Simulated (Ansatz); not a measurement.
The calculation used DFT PBE, scalar-relativistic, plane waves, PAW (Ansatz 0.2.0). All cells share a 420 eV cutoff and Γ-centred k meshes spaced at most about 0.3 Å⁻¹ (about 0.25 or finer for metals, 2π included). No spin polarisation.

Temperature and zero-point effects are left out.

Compare these two cells of In3SbAs2, each relaxed at this level.

A.

```xyz
6
Lattice="6.5560 0.0000 0.0000 0.0000 3.0073 0.0000 -2.7795 0.0000 7.7948" Properties=species:S:1:pos:R:3 pbc="T T T"
In    2.3820    0.0000    5.3495
In    1.3945    0.0000    2.4453
In    0.0000    1.5036    0.0000
Sb   -1.3897    0.0000    3.8974
As    3.9682    0.0000    1.2131
As   -0.1917    0.0000    6.5817
```

B.

```xyz
12
Lattice="4.4721 0.0000 0.0000 -2.2360 3.8729 0.0000 0.0000 0.0000 22.0621" Properties=species:S:1:pos:R:3 pbc="T T T"
In    2.2360    1.2910    3.5424
In    2.2360    1.2910   11.0321
In    2.2360    1.2910   18.5359
In    0.0000    2.5820    0.0010
In    0.0000    2.5820    7.5048
In    0.0000    2.5820   14.5734
Sb    2.2360    1.2910    6.4155
Sb    0.0000    2.5820   17.4466
As    2.2360    1.2910   13.7272
As    2.2360    1.2910   21.2177
As    0.0000    2.5820    2.6961
As    0.0000    2.5820   10.1866
```

Task: Which form is favoured at zero pressure, and by what margin per atom?

Result: B is lower, by 269 meV/atom. A has space group P2/m (No. 10), 25.6 Å³/atom and no gap on its mesh; B has Sb and As ordered on wurtzite sites, space group P6_3mc (No. 186), 31.8 Å³/atom and no gap. Counting As or Sb atoms around In (for each partner element, those within 1.25 times its shortest distance or 1.15 times the sum of covalent radii, where it is the nearest in units of that sum or under 1.3; the shortest distance is added where it exceeds 1.18 times the sum of covalent radii; a slash parts the counts of unlike sites), A has In 2/4 from 3.2 Å and B has In 4. A holds Sb–Sb chains (shortest 3.01 Å); in B the shortest Sb–Sb distance is 4.47 Å. The lower one is the more open, so pressure narrows the difference. In A, In on a site of symmetry m has 1 As at 2.85 Å, 5 In at 3.01–3.19 Å and 1 Sb at 3.14 Å; Sb is surrounded by 2 As at 2.94 Å, 2 Sb at 3.01 Å and 2 In at 3.14 Å; As has 1 As at 2.79 Å, 1 In at 2.85 Å, 1 Sb at 2.94 Å, 2 As at 3.01 Å and 2 In at 3.23 Å; 1 more site not described. In B, around In on its first site lie 3 As at 2.72 Å and 1 Sb at 2.87 Å; around Sb lie 4 In at 2.80–2.87 Å; around As on its first site lie 4 In at 2.70–2.72 Å; 3 more sites not described. Both come from invented guesses. Shaken at random and relaxed again, B came back. The lowest form computed isn't among them: it has Sb and As ordered on zinc blende sites, space group P3m1 (No. 156), 31.9 Å³/atom and lies 10 meV/atom below the best shown.

Spin–orbit coupling, which can matter for Sb, is left out. The zero gap of P6_3mc may come from the functional, which often closes small gaps. Cells without such a test can be saddle points. Some types were kept out of the candidates beforehand, so the set may lack a known form.
